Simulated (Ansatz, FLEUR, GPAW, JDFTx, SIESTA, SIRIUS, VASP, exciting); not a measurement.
**MgS: programs and potentials compared**

```
S Mg
1.0
     0.00000    2.60165    2.60165
     2.60165    0.00000    2.60165
     2.60165    2.60165    0.00000
S Mg
1 1
Direct
  0.50000 0.50000 0.50000
  0.00000 0.00000 0.00000
```

Alike in all runs: task equation of state; functional PBEsol; k mesh 9 × 9 × 9; occupations fermi-dirac, width 0.05 eV; no spin polarisation; no spin-orbit coupling.

| program and potentials | plane-wave cutoff (eV) | notes | equilibrium volume (Å³/atom) | bulk modulus (GPa) |
| --- | --- | --- | --- | --- |
| Ansatz, Ansatz PAW | 420 | potentials made for PBE, which Ansatz adapts in part | 17.39 | 78.1 |
| exciting, all-electron LAPW+lo, shipped species files, valence relativity iora* | - | - | 17.38 | 77.9 |
| GPAW, PAW data sets generated for this functional | 800 | - | ? | ? |
| FLEUR, all-electron, FLAPW | - | - | 17.39 | 78.1 |
| Ansatz, all-electron LAPW, scalar-relativistic | - | - | 17.39 | 78.1 |
| JDFTx, PseudoDojo-SR-PBEsol-0.4.1-standard with smoothed tails | 1143 | - | 17.41 | 78.1 |
| VASP, PBE PAW files Mg, S, 520 eV | 520 | potentials made for PBE | 17.36 | 78.9 |
| SIRIUS, PseudoDojo 0.4.1 PBEsol standard (scalar relativistic) | 1152 | - | 17.41 | 78.1 |
| SIESTA, files PseudoDojo sr-pbesol-0.4.1-standard, DZP (energy shift 0.003 Ry; two zetas on semicore shells) | - | atomic basis | 17.88 | 76.2 |

Estimate from the other rows what the run with GPAW, PAW data sets generated for this functional gave.

Equilibrium volume 17.41 Å³/atom; bulk modulus 78.5 GPa. The other rows, which needn't bracket it: equilibrium volume 17.36 to 17.88; bulk modulus 76.2 to 78.9.
